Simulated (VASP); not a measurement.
# Sb in VASP: a series of runs

Runs on Sb. Level: PBEsol. Tasks: single point.

Everything below comes from runs of VASP 6.6.1. Logs are shortened: lines on timing, memory, paths and dates and some standing lists are left out, and cuts for length are marked.

## Step 1: The structure

The cell holds a slab with vacuum, 1 atom: a = 3.355 Å, b = 3.355 Å, c = 18.000 Å, α = 90.00°, β = 90.00°, γ = 120.00°.

The slab is cut from a database's or a generator's crystal, which needn't be the stable form of the element.

## Step 2: Single point, PBEsol

Contents of INCAR:

```
PREC     = Accurate       # precision mode
ENCUT    = 600            # plane-wave cutoff, eV
EDIFF    = 1E-7           # SCF threshold, eV
ISMEAR   = 1              # smearing method
SIGMA    = 0.1            # smearing width, eV
LREAL    = False          # projectors in reciprocal space
LASPH    = True           # aspherical terms in the spheres
NELM     = 120            # most SCF steps
ALGO     = Normal         # electronic algorithm
ISIF     = 2              # what is computed and relaxed
LWAVE    = False          # write WAVECAR
LCHARG   = False          # write CHGCAR
LDIPOL   = True         
IDIPOL   = 3            
DIPOL    = 0.5 0.5 0.500
GGA      = PS             # functional
NBANDS   = 12             # bands
LVHAR    = True         
LVACPOTAV= True
```

Contents of KPOINTS:

```
Automatic mesh
0
Gamma
  17 17 1
```

Contents of POSCAR:

```
Sb
1.0
    3.3545324200      0.0000000000      0.0000000000
   -1.6772662100      2.9051102900      0.0000000000
    0.0000000000      0.0000000000     18.0000000000
Sb
1
Direct
    0.6666666667      0.3333333333      0.5000000000
```

Potentials or basis: VASP PAW PBE potentials, release 64 (Sb).

Command:

```sh
> cat potpaw_PBE.64/Sb/POTCAR > POTCAR
> mpirun -np 1 vasp_std > vasp.out
```

OUTCAR:

```text
PREC = Accurate
   ENCUT = 600
   EDIFF = 1E-7
   ISMEAR = 1
   LREAL = False
   LASPH = True
   NELM = 120
   ISIF = 2
   GGA = PS

 Found     33 irreducible k-points:

 Following reciprocal coordinates:
            Coordinates               Weight
  0.000000  0.000000  0.000000      1.000000
  0.058824  0.000000  0.000000      6.000000
  0.117647  0.000000  0.000000      6.000000
  0.176471 -0.000000  0.000000      6.000000
  0.235294  0.000000  0.000000      6.000000
  0.294118  0.000000  0.000000      6.000000
   k-points           NKPTS =     33   k-points in BZ     NKDIM =     33   number of bands    NBANDS=     12
   number of dos      NEDOS =    301   number of ions     NIONS =      1
   total plane-waves  NPLWV = 112896
   dimension x,y,z NGX =    28 NGY =   28 NGZ =  144
   dimension x,y,z NGXF=    56 NGYF=   56 NGZF=  288
   ions per type =               1
   NGX,Y,Z   is equivalent  to a cutoff of  13.88, 13.88, 13.30 a.u.
   NGXF,Y,Z  is equivalent  to a cutoff of  27.75, 27.75, 26.60 a.u.
 SYSTEM =  unknown system
   PREC   = accura    normal or accurate (medium, high low for compatibility)
   ISTART =      0    job   : 0-new  1-cont  2-samecut
   ICHARG =      2    charge: 1-file 2-atom 10-const
   ISPIN  =      1    spin polarized calculation?
   LNONCOLLINEAR =      F non collinear calculations
   LSORBIT =      F    spin-orbit coupling
   LASPH  =      T    aspherical Exc in radial PAW
   ENCUT  =  600.0 eV  44.10 Ry    6.64 a.u.   6.70  6.70 35.95*2*pi/ulx,y,z
   NELM   =    120;   NELMIN=  2; NELMDL= -5     # of ELM steps
   EDIFF  = 0.1E-06   stopping-criterion for ELM
   LREAL  =      F    real-space projection
   EDIFFG = 0.1E-05   stopping-criterion for IOM
   NSW    =      0    number of steps for IOM
   IBRION =     -1    ionic relax: 0-MD 1-quasi-New 2-CG
   NFREE  =      0    steps in history (QN), initial steepest desc. (CG)
   ISIF   =      2    stress and relaxation
   ISYM   =      2    0-nonsym 1-usesym 2-fastsym
   POTIM  = 0.5000    time-step for ionic-motion
   TEBEG  =    0.0;   TEEND  =   0.0 temperature during run
   PSTRESS=    0.0 pullay stress
   NELECT =       5.0000    total number of electrons
   NUPDOWN=      -1.0000    fix difference up-down
   EMIN   =  10.00;   EMAX   =-10.00  energy-range for DOS
   EFERMI =   0.00;   METHOD = LEGACY
   ISMEAR =     1;   SIGMA  =   0.10  broadening in eV -4-tet -1-fermi 0-gaus
   EFERMI_NEDOS =   21; number of points for ismear=-14 and -15
   IALGO  =     38    algorithm
   IMIX   =      4    mixing-type and parameters
     AMIX     =   0.40;   BMIX     =  1.00
     AMIX_MAG =   1.60;   BMIX_MAG =  1.00
  volume/ion in A,a.u.               =     175.42      1183.76
  Fermi-wavevector in a.u.,A,eV,Ry     =   0.500083  0.945021  3.402592  0.250083
  Thomas-Fermi vector in A             =   1.507909
   LORBIT       =      0    0 simple, 1 ext, 2 COOP (PROOUT), +10 PAW based schemes
   GGA     = PS    functional components
   LHFCALC =     F    Hartree Fock is set to
   AEXX    =    0.0000 exact exchange contribution
   IVDW    =     0    specifies the selected vdW correction
   LEPSILON=     F    determine dielectric tensor
   LRPA    =     F    only Hartree local field effects (RPA)
 non-spin polarized calculation
 Methfessel and Paxton  Order N= 1 SIGMA  =   0.10
  energy-cutoff  :      600.00
  volume of cell :      175.42
 maximum number of plane-waves:      5895
 NGX is ok and might be reduce to    28
   NGX = 13   NGY = 13   NGZ = 71

 number of electron       5.0000000 magnetization

 dipolmoment           0.000000      0.000000      0.000000 electrons x Angstroem

 Free energy of the ion-electron system (eV)
  ---------------------------------------------------
  ext. energy  EPLUGINS =         0.00000000
  ---------------------------------------------------
  free energy    TOTEN  =        -3.58808245 eV

  energy without entropy =       -3.58817480  energy(sigma->0) =       -3.58811323

 E-fermi :  -2.7834     XC(G=0):  -2.4509

 val. band max:       -2.8676068562   @ k =   0.4118   0.1765   0.0000
 cond. band min:      -2.7783101554   @ k =   0.3529   0.1765   0.0000
 fundamental gap:      0.0892967008
 Fermi energy:        -2.7834261442

 k-point     1 :       0.0000    0.0000    0.0000
  band No.  band energies     occupation
      1     -13.5459      2.00000
      2      -5.1203      2.00000
      3       0.7646      0.00000
      4       1.8836      0.00000
      5       2.2257      0.00000
      6       2.4003      0.00000
      7       2.4003      0.00000
      8       3.7219      0.00000
      9       3.9064      0.00000
     10       6.5809      0.00000
     11       6.7787      0.00000
     12       7.8646      0.00000

 k-point     2 :       0.0588    0.0000    0.0000
  band No.  band energies     occupation
      1     -13.4873      2.00000
      2      -5.0621      2.00000
      3       0.8249      0.00000
      4       1.8691      0.00000
      5       1.9439      0.00000
      6       2.2479      0.00000
      7       2.2872      0.00000
      8       3.7810      0.00000
      9       3.9679      0.00000
     10       6.6338      0.00000
     11       6.8608      0.00000
     12       7.3247      0.00000

 k-point     3 :       0.1176    0.0000    0.0000
  band No.  band energies     occupation
      1     -13.3121      2.00000
      2      -4.8890      2.00000
      3       0.6493      0.00000
      4       1.0073      0.00000
      5       1.8602      0.00000
      6       2.1239      0.00000
      7       2.4714      0.00000
      8       3.9568      0.00000
      9       4.1504      0.00000
     10       6.4382      0.00000
     11       6.7796      0.00000
     12       7.1018      0.00000

 k-point     4 :       0.1765   -0.0000    0.0000
  band No.  band energies     occupation
      1     -13.0229      2.00000
      2      -4.6055      2.00000
      3      -0.8026     -0.00000
      4       1.3086      0.00000
      5       1.3670      0.00000
      6       2.4207      0.00000
      7       2.7784      0.00000
      8       4.2414      0.00000
      9       4.4532      0.00000
     10       5.7375      0.00000
     11       6.8870      0.00000
     12       7.4074      0.00000

 k-point     5 :       0.2353    0.0000    0.0000
  band No.  band energies     occupation
      1     -12.6253      2.00000
      2      -4.2208      2.00000
      3      -2.2820     -0.00000
      4       0.8680      0.00000
      5       1.7313      0.00000
      6       2.8246      0.00000
      7       3.2081      0.00000
      8       4.5947      0.00000
      9       4.8708      0.00000
     10       5.1748      0.00000
     11       6.2162      0.00000
     12       7.7674      0.00000

 k-point     6 :       0.2941    0.0000    0.0000
  band No.  band energies     occupation
      1     -12.1312      2.00000
      2      -3.7525      2.00000
      3      -3.6918      2.00000
      4       0.4233      0.00000
      5       2.2748      0.00000
      6       3.2818      0.00000
      7       3.7607      0.00000
      8       4.6307      0.00000
      9       4.7159      0.00000
     10       5.4300      0.00000
     11       5.6176      0.00000
     12       8.2021      0.00000

 [... further k-points ...]

------------------------ aborting loop because EDIFF is reached ----------------------------------------

  FORCE on cell =-STRESS in cart. coord.  units (eV):
  Direction    XX          YY          ZZ          XY          YZ          ZX
  --------------------------------------------------------------------------------------
  -------------------------------------------------------------------------------------
  Total       -2.4571992     -2.4571992     -0.0007565     -0.0000000      0.0000000      0.0000000
  in kB      -22.4431507    -22.4431507     -0.0069100     -0.0000000      0.0000000      0.0000000
  external PRESSURE =     -14.9644038 kB  Pullay stress =       0.0000000 kB

 VOLUME and BASIS-vectors are now :
 -----------------------------------------------------------------------------
  energy-cutoff  :      600.00
  volume of cell :      175.42
      direct lattice vectors                 reciprocal lattice vectors
     3.354532420  0.000000000  0.000000000     0.298104139  0.172110505  0.000000000
    -1.677266210  2.905110290  0.000000000     0.000000000  0.344221011  0.000000000
     0.000000000  0.000000000 18.000000000     0.000000000  0.000000000  0.055555556

 POSITION                                       TOTAL-FORCE (eV/Angst)
 -----------------------------------------------------------------------------------
      1.67727      0.96837      9.00000        -0.000000      0.000000      0.000000
 -----------------------------------------------------------------------------------
    total drift:                                0.000000     -0.000000     -0.000000

  FREE ENERGIE OF THE ION-ELECTRON SYSTEM (eV)
  ---------------------------------------------------
  free  energy   TOTEN  =        -3.5880824455 eV

  energy  without entropy=       -3.5881748025  energy(sigma->0) =       -3.58811323

 vacuum level on the upper side and lower side of the slab         2.009         2.009
```

Wall time 54 s (1 thread of Intel Xeon 6975P-C (Granite Rapids), shared host); peak memory 0.34 GiB.

The run converged, but some of its settings lie outside the range that counts as converged, so its numbers aren't taken as properties of the slab.

What came out:

```
Free energy                     : -3.5881 eV
Band gap on the k mesh          : none (metal or under the smearing width)
Work function of the upper face : 4.79 eV
Work function of the lower face : 4.79 eV
```

Caveat: the PAW data sets were made with another functional, which shifts forces and pressure a little.

## Step 3: Single point, PBEsol

INCAR, as its differences from that of step 2:

```diff
@@ -1,3 +1,3 @@
 PREC     = Accurate       # precision mode
-ENCUT    = 600            # plane-wave cutoff, eV
+ENCUT    = 750            # plane-wave cutoff, eV
 EDIFF    = 1E-7           # SCF threshold, eV
```

KPOINTS is that of step 2.

POSCAR is that of step 2.

Potentials or basis: VASP PAW PBE potentials, release 64 (Sb).

Command:

```sh
> cat potpaw_PBE.64/Sb/POTCAR > POTCAR
> mpirun -np 1 vasp_std > vasp.out
```

OUTCAR:

```text
PREC = Accurate
   ENCUT = 750
   EDIFF = 1E-7
   ISMEAR = 1
   LREAL = False
   LASPH = True
   NELM = 120
   ISIF = 2
   GGA = PS

 Found     33 irreducible k-points:

 Following reciprocal coordinates:
            Coordinates               Weight
  0.000000  0.000000  0.000000      1.000000
  0.058824  0.000000  0.000000      6.000000
  0.117647  0.000000  0.000000      6.000000
  0.176471 -0.000000  0.000000      6.000000
  0.235294  0.000000  0.000000      6.000000
  0.294118  0.000000  0.000000      6.000000
   k-points           NKPTS =     33   k-points in BZ     NKDIM =     33   number of bands    NBANDS=     12
   number of dos      NEDOS =    301   number of ions     NIONS =      1
   total plane-waves  NPLWV = 145800
   dimension x,y,z NGX =    30 NGY =   30 NGZ =  162
   dimension x,y,z NGXF=    60 NGYF=   60 NGZF=  324
   ions per type =               1
   NGX,Y,Z   is equivalent  to a cutoff of  14.87, 14.87, 14.96 a.u.
   NGXF,Y,Z  is equivalent  to a cutoff of  29.74, 29.74, 29.92 a.u.
 SYSTEM =  unknown system
   PREC   = accura    normal or accurate (medium, high low for compatibility)
   ISTART =      0    job   : 0-new  1-cont  2-samecut
   ICHARG =      2    charge: 1-file 2-atom 10-const
   ISPIN  =      1    spin polarized calculation?
   LNONCOLLINEAR =      F non collinear calculations
   LSORBIT =      F    spin-orbit coupling
   LASPH  =      T    aspherical Exc in radial PAW
   ENCUT  =  750.0 eV  55.12 Ry    7.42 a.u.   7.49  7.49 40.19*2*pi/ulx,y,z
   NELM   =    120;   NELMIN=  2; NELMDL= -5     # of ELM steps
   EDIFF  = 0.1E-06   stopping-criterion for ELM
   LREAL  =      F    real-space projection
   EDIFFG = 0.1E-05   stopping-criterion for IOM
   NSW    =      0    number of steps for IOM
   IBRION =     -1    ionic relax: 0-MD 1-quasi-New 2-CG
   NFREE  =      0    steps in history (QN), initial steepest desc. (CG)
   ISIF   =      2    stress and relaxation
   ISYM   =      2    0-nonsym 1-usesym 2-fastsym
   POTIM  = 0.5000    time-step for ionic-motion
   TEBEG  =    0.0;   TEEND  =   0.0 temperature during run
   PSTRESS=    0.0 pullay stress
   NELECT =       5.0000    total number of electrons
   NUPDOWN=      -1.0000    fix difference up-down
   EMIN   =  10.00;   EMAX   =-10.00  energy-range for DOS
   EFERMI =   0.00;   METHOD = LEGACY
   ISMEAR =     1;   SIGMA  =   0.10  broadening in eV -4-tet -1-fermi 0-gaus
   EFERMI_NEDOS =   21; number of points for ismear=-14 and -15
   IALGO  =     38    algorithm
   IMIX   =      4    mixing-type and parameters
     AMIX     =   0.40;   BMIX     =  1.00
     AMIX_MAG =   1.60;   BMIX_MAG =  1.00
  volume/ion in A,a.u.               =     175.42      1183.76
  Fermi-wavevector in a.u.,A,eV,Ry     =   0.500083  0.945021  3.402592  0.250083
  Thomas-Fermi vector in A             =   1.507909
   LORBIT       =      0    0 simple, 1 ext, 2 COOP (PROOUT), +10 PAW based schemes
   GGA     = PS    functional components
   LHFCALC =     F    Hartree Fock is set to
   AEXX    =    0.0000 exact exchange contribution
   IVDW    =     0    specifies the selected vdW correction
   LEPSILON=     F    determine dielectric tensor
   LRPA    =     F    only Hartree local field effects (RPA)
 non-spin polarized calculation
 Methfessel and Paxton  Order N= 1 SIGMA  =   0.10
  energy-cutoff  :      750.00
  volume of cell :      175.42
 maximum number of plane-waves:      8226
 NGX is ok and might be reduce to    30
   NGX = 15   NGY = 15   NGZ = 81

 dipolmoment           0.000000      0.000000     -0.000000 electrons x Angstroem

 number of electron       5.0000000 magnetization

 dipolmoment           0.000000      0.000000      0.000000 electrons x Angstroem

 Free energy of the ion-electron system (eV)
  ---------------------------------------------------
  ext. energy  EPLUGINS =         0.00000000
  ---------------------------------------------------
  free energy    TOTEN  =        -3.58808509 eV

  energy without entropy =       -3.58817743  energy(sigma->0) =       -3.58811587

 E-fermi :  -2.7835     XC(G=0):  -2.4508

 val. band max:       -2.8676324335   @ k =   0.4118   0.1765   0.0000
 cond. band min:      -2.7783359958   @ k =   0.3529   0.1765   0.0000
 fundamental gap:      0.0892964377
 Fermi energy:        -2.7834524263

 k-point     1 :       0.0000    0.0000    0.0000
  band No.  band energies     occupation
      1     -13.5459      2.00000
      2      -5.1203      2.00000
      3       0.7647      0.00000
      4       1.8838      0.00000
      5       2.2257      0.00000
      6       2.4003      0.00000
      7       2.4003      0.00000
      8       3.7231      0.00000
      9       3.9053      0.00000
     10       6.5815      0.00000
     11       6.7784      0.00000
     12       7.8647      0.00000
[... 61 lines left out ...]
 k-point     6 :       0.2941    0.0000    0.0000
  band No.  band energies     occupation
      1     -12.1312      2.00000
      2      -3.7526      2.00000
      3      -3.6918      2.00000
      4       0.4233      0.00000
      5       2.2748      0.00000
      6       3.2819      0.00000
      7       3.7606      0.00000
      8       4.6311      0.00000
      9       4.7159      0.00000
     10       5.4290      0.00000
     11       5.6184      0.00000
     12       8.2027      0.00000

 [... further k-points ...]
[... 5 lines left out ...]
  --------------------------------------------------------------------------------------
  -------------------------------------------------------------------------------------
  Total       -2.4568676     -2.4568676     -0.0002934      0.0000000      0.0000000      0.0000000
  in kB      -22.4401220    -22.4401220     -0.0026799      0.0000000      0.0000000      0.0000000
  external PRESSURE =     -14.9609746 kB  Pullay stress =       0.0000000 kB

 VOLUME and BASIS-vectors are now :
 -----------------------------------------------------------------------------
  energy-cutoff  :      750.00
  volume of cell :      175.42
      direct lattice vectors                 reciprocal lattice vectors
     3.354532420  0.000000000  0.000000000     0.298104139  0.172110505  0.000000000
    -1.677266210  2.905110290  0.000000000     0.000000000  0.344221011  0.000000000
     0.000000000  0.000000000 18.000000000     0.000000000  0.000000000  0.055555556

 POSITION                                       TOTAL-FORCE (eV/Angst)
 -----------------------------------------------------------------------------------
      1.67727      0.96837      9.00000         0.000000      0.000000      0.000000
 -----------------------------------------------------------------------------------
    total drift:                               -0.000000      0.000000     -0.000000

  FREE ENERGIE OF THE ION-ELECTRON SYSTEM (eV)
  ---------------------------------------------------
  free  energy   TOTEN  =        -3.5880850943 eV

  energy  without entropy=       -3.5881774309  energy(sigma->0) =       -3.58811587

 vacuum level on the upper side and lower side of the slab         2.009         2.009
```

It took 93 s on 1 thread of Intel Xeon 6975P-C (Granite Rapids), shared host; peak memory 0.42 GiB.

These settings aren't checked as converged: the numbers below hold their error.

Results:

```yaml
Free_energy: -3.5881 eV
Band_gap_on_the_k_mesh: none (metal or under the smearing width)
Work_function_of_the_upper_face: 4.79 eV
Work_function_of_the_lower_face: 4.79 eV
```

Caveat: the PAW data sets were made with another functional, which shifts forces and pressure a little.

[end of part 1 of 3]
